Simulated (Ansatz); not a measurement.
NF3 on a (100) slab of Zn (P6_3/mmc (No. 194)), 6 planes, outer planes Zn (top) and Zn (bottom), 1 a cell of 25.1 Å², relaxed and still whole (its atoms last):

```xyz
16
Lattice="5.2355 0.0000 0.0000 0.0000 4.8036 0.0000 0.0000 0.0000 25.4411" Properties=species:S:1:pos:R:3 pbc="T T T"
Zn    2.6178    3.6027    8.0000
Zn    0.0000    3.6027    8.0000
Zn    3.9266    1.2009    8.7557
Zn    1.3089    1.2009    8.7557
Zn    3.9266    3.6027   10.2670
Zn    1.3089    3.6027   10.2670
Zn    0.0012    1.2011   11.0308
Zn    2.6195    1.1983   11.0380
Zn    0.0031    4.0893   13.1370
Zn    2.6233    4.0788   13.1087
Zn    1.3098    1.7514   13.2884
Zn    3.9341    1.7425   13.2900
F     2.4574   -0.3772   16.6715
N     1.7427    0.8293   16.6454
F     0.4501    0.4028   16.9783
F     2.1637    1.4339   17.8338
```

Level of theory: Ansatz, DFT PBE+D3(BJ), scalar-relativistic, plane waves, PAW. Settings: cutoff 420 eV, Γ-centred mesh 4×4×1 on the computed 16-atom cell, Gaussian smearing of 0.10 eV; no spin polarisation. A dipole correction removes the field between periodic images along c.

It binds with 0.15 eV a molecule against the clean slab and the free molecule (no zero-point or thermal terms); its shortest contact is N–Zn 3.51 Å. Take first-order desorption with no barrier to adsorption, no reaction on the face and an assumed prefactor of 10^13 s⁻¹.

(1) How long does a molecule stay at 300 K?

(2) Where does its peak lie in a desorption experiment heated at 1 K/s?

(3) Is this physisorption or chemisorption?

Spin polarisation was left out, and a magnetic state may lie lower.

Answers

(1) τ = ν⁻¹·exp(E/k_BT) with k_BT = 0.0259 eV: E/k_BT = 5.8, so τ ≈ 3×10^-11 s. At about one hit a site a second (10⁻⁶ mbar) the coverage is near τ × 1 s⁻¹, so a layer needs more than atmospheric pressure.

(2) The peak obeys E/(k_B·T_p²) = (ν/β)·exp(−E/k_BT_p). Solving gives T_p ≈ 57 K (E/k_BT_p = 30.6). An error of 0.1 eV in E moves it by about 38 K, and larger molecules have larger prefactors, which lowers it.

(3) The tightest contact, N–Zn 3.51 Å, is 1.82 times the sum of covalent radii, and deformation and lateral interaction add up to -0.04 eV; under 0.01 e cross the plane between them. This is physisorption.